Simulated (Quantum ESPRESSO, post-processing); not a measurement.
# blue phosphorene, 3 layers, AB stacking, stepped through the field along the normal, part 3 of 3

Wanted: a table for blue phosphorene, 3 layers, AB stacking against the field along the normal, and what can be fitted to it.

Quantum ESPRESSO 7.5; plane-wave DFT, PBE, GBRV ultrasoft pseudopotentials.

So far. Step 2 (Relaxing cell and ions of the reference):  The last row is no step: it is a fresh SCF in the final cell with a new plane-wave basis, +0 meV from the row before.

### Step 6. Self-consistent run, 0.05 V/Å

m1.scf.in reads:

```
&control
  prefix = 'm1.scf'
  outdir = './out'
  pseudo_dir = './pseudo'
  calculation = 'scf'
  tprnfor = .true.
  tefield = .true.
  dipfield = .true.
/
&system
  ibrav = 0
  nat = 6
  ntyp = 1
  ecutwfc = 40
  ecutrho = 200
  occupations = 'smearing'
  smearing = 'fd'
  degauss = 0.002
  edir = 3
  emaxpos = 0.97
  eopreg = 0.04
  eamp = 0.00097235
  nbnd = 21
/
&electrons
  conv_thr = 1e-09
  mixing_beta = 0.4
  electron_maxstep = 120
  mixing_mode = 'plain'
  startingpot = 'file'
/
ATOMIC_SPECIES
  P   30.9738  p_pbe_v1.5.uspp.F.UPF
CELL_PARAMETERS angstrom
  3.25487089400000 0.00000000000000 0.00000000000000
  -1.62743544700000 2.81880088100000 0.00000000000000
  0.00000000000000 0.00000000000000 27.12000000000000
ATOMIC_POSITIONS crystal
  P   0.666666666700 0.333333333300 0.301029205800
  P   0.333333333300 0.666666666700 0.346866050800
  P   0.000000000000 0.000000000000 0.470428506000
  P   0.666666666700 0.333333333300 0.516266575000
  P   0.666666666700 0.333333333300 0.659752130400
  P   0.333333333300 0.666666666700 0.705657532000
K_POINTS automatic
  12 12 1 0 0 0
```

Command:

```bash
> cp -r out/m0.scf.save out/m1.scf.save
> OMP_NUM_THREADS=1 mpirun -n 4 pw.x -nk 4 -in m1.scf.in > m1.scf.out
```

The program printed:

```text
[banner, memory and clock lines left out]
Program PWSCF v.7.5 starts
[...]
number of electrons       =        30.00
     number of Kohn-Sham states=           21
     kinetic-energy cutoff     =      40.0000  Ry
     charge density cutoff     =     200.0000  Ry
[...]
number of k points=    74  Fermi-Dirac smearing, width (Ry)=  0.0020
[...]
Dense  grid:    80013 G-vectors     FFT dimensions: (  27,  27, 240)
[...]
The initial density is read from file :
[...]
negative rho (up, down):  2.118E-04 0.000E+00
[...]
Starting wfcs are   24 randomized atomic wfcs
[...]
negative rho (up, down):  2.115E-04 0.000E+00
[...]
estimated scf accuracy    <       0.00258988 Ry
[...]
negative rho (up, down):  2.116E-04 0.000E+00
[...]
estimated scf accuracy    <       0.01219210 Ry
[...]
negative rho (up, down):  2.117E-04 0.000E+00
[...]
estimated scf accuracy    <       0.00004838 Ry
[...]
negative rho (up, down):  2.117E-04 0.000E+00
[...]
estimated scf accuracy    <       0.00000278 Ry
[...]
negative rho (up, down):  2.117E-04 0.000E+00
[...]
estimated scf accuracy    <       0.00000094 Ry
[...]
negative rho (up, down):  2.117E-04 0.000E+00
[...]
estimated scf accuracy    <       0.00000013 Ry
[...]
negative rho (up, down):  2.117E-04 0.000E+00
[...]
estimated scf accuracy    <       0.00000010 Ry
[...]
negative rho (up, down):  2.117E-04 0.000E+00
[...]
estimated scf accuracy    <       0.00000001 Ry
[...]
negative rho (up, down):  2.117E-04 0.000E+00
[...]
estimated scf accuracy    <          7.0E-09 Ry
[...]
negative rho (up, down):  2.117E-04 0.000E+00
[...]
Computed dipole along edir(3) :
        Dipole                0.0552 Ry au,          0.1402 Debye
        Dipole field          0.0004 Ry au,
        E field amplitude [Ha a.u.]:  9.7235E-04
        Potential amp.        0.0551 Ry
        Total length         49.1994 bohr
[...]
the Fermi energy is     0.7153 ev
!    total energy              =     -93.09021375 Ry
     estimated scf accuracy    <          3.1E-10 Ry
     smearing contrib. (-TS)   =      -0.00000000 Ry
     internal energy E=F+TS    =     -93.09021375 Ry
[...]
one-electron contribution =    -687.60586340 Ry
     hartree contribution      =     351.27736654 Ry
     xc contribution           =     -35.37989492 Ry
     ewald contribution        =     278.61826254 Ry
     electric field correction =      -0.00008450 Ry
     convergence has been achieved in  10 iterations
     negative rho (up, down):  2.117E-04 0.000E+00
[...]
Total force =     0.005013     Total SCF correction =     0.000054
[...]
```

The job ended after 81 s (4 MPI ranks of Arm Neoverse V1, shared host; peak memory 0.54 GiB; 5.4 min of CPU time).

Read from the output:

- free energy: -1266.5569 eV
- Fermi energy: 0.7153 eV
- dipole along the normal: 0.02919 e·Å
- valence top, on the run's zero: 0.1680 eV
- conduction bottom, on the run's zero: 1.231 eV
- gap by band count: 1.063 eV

### Step 7. Ground state, 0.4 V/Å

m9.scf.in, as its differences from the input of step 6:

```diff
@@ -1,3 +1,3 @@
 &control
-  prefix = 'm1.scf'
+  prefix = 'm9.scf'
   outdir = './out'
@@ -21,3 +21,3 @@
   eopreg = 0.04
-  eamp = 0.00097235
+  eamp = 0.00777876
   nbnd = 21
```

Command:

```bash
> cp -r out/m0.scf.save out/m9.scf.save
> OMP_NUM_THREADS=1 mpirun -n 4 pw.x -nk 4 -in m9.scf.in > m9.scf.out
```

The program printed:

```text
[banner, memory and clock lines left out]
Program PWSCF v.7.5 starts
[...]
number of electrons       =        30.00
     number of Kohn-Sham states=           21
     kinetic-energy cutoff     =      40.0000  Ry
     charge density cutoff     =     200.0000  Ry
[...]
number of k points=    74  Fermi-Dirac smearing, width (Ry)=  0.0020
[...]
Dense  grid:    80013 G-vectors     FFT dimensions: (  27,  27, 240)
[...]
The initial density is read from file :
[...]
negative rho (up, down):  2.118E-04 0.000E+00
[...]
Starting wfcs are   24 randomized atomic wfcs
[...]
negative rho (up, down):  1.820E-04 0.000E+00
[...]
estimated scf accuracy    <      13.68530655 Ry
[...]
negative rho (up, down):  6.108E-05 0.000E+00
[...]
estimated scf accuracy    <    2225.18405620 Ry
[...]
negative rho (up, down):  6.312E-05 0.000E+00
[...]
estimated scf accuracy    <     365.57673562 Ry
[...]
negative rho (up, down):  6.874E-05 0.000E+00
[...]
estimated scf accuracy    <      14.31889684 Ry
[...]
negative rho (up, down):  7.298E-05 0.000E+00
[...]
estimated scf accuracy    <       1.87174203 Ry
[...]
negative rho (up, down):  7.875E-05 0.000E+00
[...]
estimated scf accuracy    <       0.80747737 Ry
[...]
negative rho (up, down):  8.086E-05 0.000E+00
[...]
estimated scf accuracy    <       0.02131943 Ry
[...]
negative rho (up, down):  8.350E-05 0.000E+00
[...]
estimated scf accuracy    <       0.01478002 Ry
[...]
negative rho (up, down):  8.451E-05 0.000E+00
[...]
estimated scf accuracy    <       0.01502091 Ry
[...]
negative rho (up, down):  1.014E-04 0.000E+00
[...]
estimated scf accuracy    <       0.01510890 Ry
[...]
negative rho (up, down):  1.048E-04 0.000E+00
[...]
estimated scf accuracy    <       0.03155277 Ry
[...]
negative rho (up, down):  1.135E-04 0.000E+00
[...]
estimated scf accuracy    <       0.02068287 Ry
[...]
negative rho (up, down):  1.173E-04 0.000E+00
[...]
estimated scf accuracy    <       0.02335177 Ry
[...]
negative rho (up, down):  9.166E-04 0.000E+00
[...]
estimated scf accuracy    <       0.02031169 Ry
[...]
negative rho (up, down):  3.032E-04 0.000E+00
[...]
estimated scf accuracy    <       0.00939295 Ry
[...]
negative rho (up, down):  1.999E-04 0.000E+00
[...]
estimated scf accuracy    <       0.00287206 Ry
[...]
negative rho (up, down):  5.696E-04 0.000E+00
[...]
estimated scf accuracy    <       0.00012730 Ry
[...]
negative rho (up, down):  1.270E-04 0.000E+00
[...]
estimated scf accuracy    <       0.00008337 Ry
[...]
negative rho (up, down):  1.441E-04 0.000E+00
[...]
estimated scf accuracy    <       0.00001090 Ry
[...]
negative rho (up, down):  2.130E-04 0.000E+00
[...]
estimated scf accuracy    <       0.00000206 Ry
[...]
negative rho (up, down):  2.037E-04 0.000E+00
[...]
estimated scf accuracy    <       0.00000096 Ry
[...]
negative rho (up, down):  2.020E-04 0.000E+00
[...]
estimated scf accuracy    <       0.00000012 Ry
[...]
negative rho (up, down):  2.087E-04 0.000E+00
[...]
estimated scf accuracy    <       0.00000011 Ry
[...]
negative rho (up, down):  2.083E-04 0.000E+00
[...]
estimated scf accuracy    <          4.2E-09 Ry
[...]
negative rho (up, down):  2.076E-04 0.000E+00
[...]
estimated scf accuracy    <          1.7E-09 Ry
[...]
negative rho (up, down):  2.073E-04 0.000E+00
[...]
Computed dipole along edir(3) :
        Dipole                0.4394 Ry au,          1.1169 Debye
        Dipole field          0.0033 Ry au,
        E field amplitude [Ha a.u.]:  7.7788E-03
        Potential amp.        0.4418 Ry
        Total length         49.1994 bohr
[...]
the Fermi energy is     0.6699 ev
!    total energy              =     -93.09357596 Ry
     estimated scf accuracy    <          4.0E-11 Ry
     smearing contrib. (-TS)   =      -0.00000000 Ry
     internal energy E=F+TS    =     -93.09357595 Ry
[...]
one-electron contribution =    -687.59074708 Ry
     hartree contribution      =     351.26326224 Ry
     xc contribution           =     -35.37896240 Ry
     ewald contribution        =     278.61826254 Ry
     electric field correction =      -0.00539124 Ry
     convergence has been achieved in  26 iterations
     negative rho (up, down):  2.073E-04 0.000E+00
[...]
Total force =     0.004956     Total SCF correction =     0.000013
[...]
```

The job ended after 3.1 min (4 MPI ranks; peak memory 0.72 GiB; 13 min of CPU time).

This step gave:

| Property | Result |
| --- | --- |
| free energy | -1266.6026 eV |
| Fermi energy | 0.6699 eV |
| dipole along the normal | 0.2325 e·Å |
| valence top, on the run's zero | 0.2580 eV |
| conduction bottom, on the run's zero | 1.065 eV |
| gap by band count | 0.8072 eV |

### Step 8. Ground state, -0.4 V/Å

m10.scf.in, as its differences from the input of step 7:

```diff
@@ -1,3 +1,3 @@
 &control
-  prefix = 'm9.scf'
+  prefix = 'm10.scf'
   outdir = './out'
@@ -21,3 +21,3 @@
   eopreg = 0.04
-  eamp = 0.00777876
+  eamp = -0.00777876
   nbnd = 21
```

Command:

```bash
> cp -r out/m0.scf.save out/m10.scf.save
> OMP_NUM_THREADS=1 mpirun -n 4 pw.x -nk 4 -in m10.scf.in > m10.scf.out
```

The program printed:

```text
[banner, memory and clock lines left out]
Program PWSCF v.7.5 starts
[...]
number of electrons       =        30.00
     number of Kohn-Sham states=           21
     kinetic-energy cutoff     =      40.0000  Ry
     charge density cutoff     =     200.0000  Ry
[...]
number of k points=    74  Fermi-Dirac smearing, width (Ry)=  0.0020
[...]
Dense  grid:    80013 G-vectors     FFT dimensions: (  27,  27, 240)
[...]
The initial density is read from file :
[...]
negative rho (up, down):  2.118E-04 0.000E+00
[...]
Starting wfcs are   24 randomized atomic wfcs
[...]
negative rho (up, down):  1.880E-04 0.000E+00
[...]
estimated scf accuracy    <      13.46453897 Ry
[...]
negative rho (up, down):  4.765E-05 0.000E+00
[...]
estimated scf accuracy    <    2124.27843776 Ry
[...]
negative rho (up, down):  4.983E-05 0.000E+00
[...]
estimated scf accuracy    <     420.38300037 Ry
[...]
negative rho (up, down):  5.526E-05 0.000E+00
[...]
estimated scf accuracy    <      12.49625805 Ry
[...]
negative rho (up, down):  5.932E-05 0.000E+00
[...]
estimated scf accuracy    <       2.77307912 Ry
[...]
negative rho (up, down):  6.501E-05 0.000E+00
[...]
estimated scf accuracy    <       2.51726138 Ry
[...]
negative rho (up, down):  6.858E-05 0.000E+00
[...]
estimated scf accuracy    <       0.41723198 Ry
[...]
negative rho (up, down):  6.956E-05 0.000E+00
[...]
estimated scf accuracy    <       0.01726333 Ry
[...]
negative rho (up, down):  7.022E-05 0.000E+00
[...]
estimated scf accuracy    <       0.01361305 Ry
[...]
negative rho (up, down):  7.630E-05 0.000E+00
[...]
estimated scf accuracy    <       0.01262396 Ry
[...]
negative rho (up, down):  8.672E-05 0.000E+00
[...]
estimated scf accuracy    <       0.04782199 Ry
[...]
negative rho (up, down):  8.505E-05 0.000E+00
[...]
estimated scf accuracy    <       0.26617909 Ry
[...]
negative rho (up, down):  9.004E-05 0.000E+00
[...]
estimated scf accuracy    <       0.00772501 Ry
[...]
negative rho (up, down):  9.835E-05 0.000E+00
[...]
estimated scf accuracy    <       0.00564766 Ry
[...]
negative rho (up, down):  9.854E-05 0.000E+00
[...]
estimated scf accuracy    <       0.00611932 Ry
[...]
negative rho (up, down):  1.032E-04 0.000E+00
[...]
estimated scf accuracy    <       0.00554182 Ry
[...]
negative rho (up, down):  1.053E-04 0.000E+00
[...]
estimated scf accuracy    <       0.00461021 Ry
[...]
negative rho (up, down):  1.088E-04 0.000E+00
[...]
estimated scf accuracy    <       0.00437899 Ry
[...]
negative rho (up, down):  1.245E-04 0.000E+00
[...]
estimated scf accuracy    <       0.00413226 Ry
[...]
negative rho (up, down):  1.341E-04 0.000E+00
[...]
estimated scf accuracy    <       0.00374109 Ry
[...]
negative rho (up, down):  1.440E-04 0.000E+00
[...]
estimated scf accuracy    <       0.00386816 Ry
[...]
negative rho (up, down):  1.336E-04 0.000E+00
[...]
estimated scf accuracy    <       0.00057705 Ry
[...]
negative rho (up, down):  2.267E-04 0.000E+00
[...]
estimated scf accuracy    <       0.00002753 Ry
[...]
negative rho (up, down):  1.664E-04 0.000E+00
[...]
estimated scf accuracy    <       0.00006014 Ry
[...]
negative rho (up, down):  1.949E-04 0.000E+00
[...]
estimated scf accuracy    <       0.00000137 Ry
[...]
negative rho (up, down):  2.055E-04 0.000E+00
[...]
estimated scf accuracy    <       0.00000060 Ry
[...]
negative rho (up, down):  2.053E-04 0.000E+00
[...]
estimated scf accuracy    <       0.00000005 Ry
[...]
negative rho (up, down):  2.072E-04 0.000E+00
[...]
estimated scf accuracy    <       0.00000011 Ry
[...]
negative rho (up, down):  2.081E-04 0.000E+00
[...]
estimated scf accuracy    <          5.0E-09 Ry
[...]
negative rho (up, down):  2.085E-04 0.000E+00
[...]
Computed dipole along edir(3) :
        Dipole               -0.4387 Ry au,         -1.1150 Debye
        Dipole field         -0.0033 Ry au,
        E field amplitude [Ha a.u.]: -7.7788E-03
        Potential amp.       -0.4424 Ry
        Total length         49.1994 bohr
[...]
the Fermi energy is     0.6157 ev
!    total energy              =     -93.09356507 Ry
     estimated scf accuracy    <          5.5E-10 Ry
     smearing contrib. (-TS)   =      -0.00000006 Ry
     internal energy E=F+TS    =     -93.09356501 Ry
[...]
one-electron contribution =    -687.59167318 Ry
     hartree contribution      =     351.26424759 Ry
     xc contribution           =     -35.37901725 Ry
     ewald contribution        =     278.61826254 Ry
     electric field correction =      -0.00538470 Ry
     convergence has been achieved in  30 iterations
     negative rho (up, down):  2.085E-04 0.000E+00
[...]
Total force =     0.005101     Total SCF correction =     0.000068
[...]
```

Run time: 3.5 min. Hardware: 4 MPI ranks; peak memory 0.72 GiB; 14 min of CPU time.

Read from the output:

* free energy: -1266.6025 eV
* Fermi energy: 0.6157 eV
* dipole along the normal: -0.2321 e·Å
* valence top, on the run's zero: 0.2755 eV
* conduction bottom, on the run's zero: 0.9249 eV
* gap by band count: 0.6494 eV

### Step 9. The series side by side

The series in one table, energies over the lowest:

```
the field along the normal  dipole (e Å)  gap along the path (eV)  upper vacuum line at the top atoms, over the zero (eV)  lower vacuum line at the bottom atoms, over the zero (eV)  energy (eV)
                  -0.4 V/Å       -0.2321                   0.6211                                                   5.421                                                      5.233       0.0001
                  -0.3 V/Å       -0.1738                   0.7693                                                    5.45                                                      5.314       0.0204
                  -0.2 V/Å       -0.1157                      0.9                                                   5.478                                                       5.39       0.0349
                  -0.1 V/Å      -0.05782                   0.9903                                                   5.502                                                       5.46       0.0436
                 -0.05 V/Å      -0.02886                    1.012                                                   5.513                                                      5.492       0.0458
                     0 V/Å     0.0001874                        -                                                    5.52                                                      5.524       0.0465
                  0.05 V/Å       0.02919                    1.015                                                   5.526                                                      5.553       0.0457
                   0.1 V/Å       0.05819                    1.002                                                   5.528                                                      5.578       0.0436
                   0.2 V/Å        0.1161                    0.955                                                    5.52                                                      5.615       0.0349
                   0.3 V/Å        0.1742                   0.8766                                                   5.492                                                      5.636       0.0203
                   0.4 V/Å        0.2325                   0.7681                                                   5.445                                                      5.641       0.0000
```

### Step 10. Worked from the printed numbers

4πα/A = 180.95 × 0.5801 e Å²/V / 9.175 Å² = 11.44 Å.

In linear response the energy changes by −(p₀ + p)E/2: at 0.2 V/Å, −(0.0002 + 0.1161) × 0.2/2 = -0.0116 eV; the runs give -0.0116 eV.

### Step 11. Outcome

* 4πα/A from the weak fields: 11.44 Å
* gap along the path, at -0.4 V/Å and at 0.4 V/Å: 0.62, 0.77 eV
* upper vacuum line at the top atoms, over the zero, at -0.4 V/Å and at 0.4 V/Å: 5.42, 5.45 eV
* lower vacuum line at the bottom atoms, over the zero, at -0.4 V/Å and at 0.4 V/Å: 5.23, 5.64 eV

In words: The series holds 11 members; 4πα/A from the weak fields: 11.44 Å (PBE, GBRV ultrasoft). The strongest fields leave the weak-field line by 0.1 % of the induced dipole. From -0.4 V/Å to 0.4 V/Å the gap along the path goes from 0.62 to 0.77 eV by way of 1.01 at 0.05 V/Å. From -0.4 V/Å to 0.4 V/Å the upper vacuum line at the top atoms, over the zero goes from 5.42 to 5.45 eV by way of 5.53 at 0.1 V/Å. From -0.4 V/Å to 0.4 V/Å the lower vacuum line at the bottom atoms, over the zero rises from 5.23 to 5.64 eV. Ions are held; semilocal gaps are too small; in strong fields empty levels can belong to the vacuum; one stacking.

[Logs are printed without paths, hosts, clocks, repeated set-up lines and the standing remarks that a program may print on its own settings, such as how far it seeks lower states.]

[Hosts, paths, dates, database ids (printed as entryN), source tags and the programs' standing remarks are cut or masked in the printed files.]

[Maps of the electrostatic potential energy from Ansatz leave out the sawtooth potential of an applied field or a dipole correction, so their vacuum need not be flat; planar profiles and work functions include it.]
